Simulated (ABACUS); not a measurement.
Runs of ABACUS 3.10.1 on Ge. Symmetry: I4_1/amd, No. 141, tetragonal system. The conventional cell has a = 5.149 Å, b = 5.149 Å, c = 2.795 Å, α = 90.00°, β = 90.00°, γ = 90.00°. Around Ge (site symmetry -4m2) lie 6 Ge at 2.67 to 2.79 Å. This isn't the form of Ge at room conditions, which is diamond.

| task | level | potentials or basis | k mesh | cutoff (eV) | orbital files | SCF threshold on the density | eigensolver | symmetry key | threshold of the eigensolver | mesh quality | gap on the mesh (eV) | pressure (GPa) |
| --- | --- | --- | --- | --- | --- | --- | --- | --- | --- | --- | --- | --- |
| single point | BLYP | PseudoDojo NC SR 0.5 PBE standard, DZP LCAO (the cutoffs set its grid) | 10 × 10 × 10 | 1361 | Ge Ge_confined-atom_7au_2s2p2d.orb | 1e-07 | scalapack_gvx | 1 | - | not flagged | none | (a) |
| single point | SCAN | SG15 ONCV 1.2 PBE, DZP LCAO (the cutoffs set its grid) | 8 × 8 × 8 | 1361 | Ge Ge_confined-atom_7au_2s2p2d.orb | 1e-07 | genelpa | 1 | - | not flagged | none | -1.1 |
| single point | PBE | PseudoDojo NC SR 0.4.1 PBE standard, plane waves | 11 × 11 × 11 | 1075 | - | 1e-08 | dav | 1 | - | not flagged | none | 3.3 |
| single point | rSCAN | SG15 ONCV 1.2 PBE, plane waves | 7 × 7 × 7 | 1238 | - | 1e-08 | dav | 1 | - | coarse | none | -2.0 |

Alike in all rows: no spin polarisation; cell as given; smearing fermi-dirac 0.05 eV.

Problem. Fill in the values left out.

Solution. (a) 10.4.

Caveats: some runs use coarse meshes; the potentials were made for another functional, which shifts forces and pressure (some runs); the atomic orbitals were generated for these runs and aren't a published set (some runs); the basis of atomic orbitals isn't converged, which shifts pressures, moduli and gaps (some runs).

A k mesh can miss the band edges, and the runs leave out spin-orbit coupling on Ge.

A gap of «none» marks a metal or a gap under the smearing width.
